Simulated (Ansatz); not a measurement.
All numbers below come from DFT PBE, scalar-relativistic, plane waves, PAW (Ansatz 0.2.0). Settings: cutoff 420 eV, Γ-centred meshes spaced at most about 0.3 Å⁻¹, and about 0.25 Å⁻¹ or finer for metals (2π included), Gaussian smearing. No spin polarisation in the final relaxations.

Temperature and zero-point effects are left out.

Two relaxed structures of In:

A.

```cif
data_structure
_symmetry_space_group_name_H-M 'C2/m'
_symmetry_Int_Tables_number 12
_cell_length_a 5.8810
_cell_length_b 3.4187
_cell_length_c 8.4201
_cell_angle_alpha 90.000
_cell_angle_beta 102.249
_cell_angle_gamma 90.000
_cell_volume 165.44
loop_
_atom_site_label
_atom_site_type_symbol
_atom_site_symmetry_multiplicity
_atom_site_Wyckoff_symbol
_atom_site_fract_x
_atom_site_fract_y
_atom_site_fract_z
_atom_site_occupancy
In1 In 2 b 0.50000 0.00000 0.00000 1
In2 In 4 i 0.27541 0.00000 0.33450 1
```

B.

```cif
data_structure
_symmetry_space_group_name_H-M 'P-6m2'
_symmetry_Int_Tables_number 187
_cell_length_a 3.3534
_cell_length_b 3.3534
_cell_length_c 8.6527
_cell_angle_alpha 90.000
_cell_angle_beta 90.000
_cell_angle_gamma 120.000
_cell_volume 84.26
loop_
_atom_site_label
_atom_site_type_symbol
_atom_site_symmetry_multiplicity
_atom_site_Wyckoff_symbol
_atom_site_fract_x
_atom_site_fract_y
_atom_site_fract_z
_atom_site_occupancy
In1 In 2 i 0.66667 0.33333 0.67966 1
In2 In 1 a 0.00000 0.00000 0.00000 1
```

Question: Which is lower in energy, and by how much?

Answer: A is lower, by 14 meV/atom. A has space group C2/m (No. 12), 27.6 Å³/atom and no gap on its mesh; B has space group P-6m2 (No. 187), 28.1 Å³/atom and no gap. Counting all near atoms (those within 1.25 times the shortest distance at each site; a slash parts the counts of unlike sites), A has In 12 and B has In 10/12. In A, around In on a site of symmetry 2/m lie 12 In at 3.35–3.42 Å; In on a site of symmetry m is surrounded by 12 In at 3.34–3.42 Å. In B, In on a site of symmetry 3m has 1 In at 3.11 Å and 9 In at 3.35–3.38 Å; In on a site of symmetry -6m2 has 12 In at 3.35–3.38 Å. Both come from invented guesses. The part of the Crystallography Open Database at hand lists In in space group No. 139, which no cell shown has.

For metals, differences of a few meV/atom aren't resolved. Cells relaxed within their symmetry can be saddle points. The C2/m cell of In came from shaking the P-6m2 one.
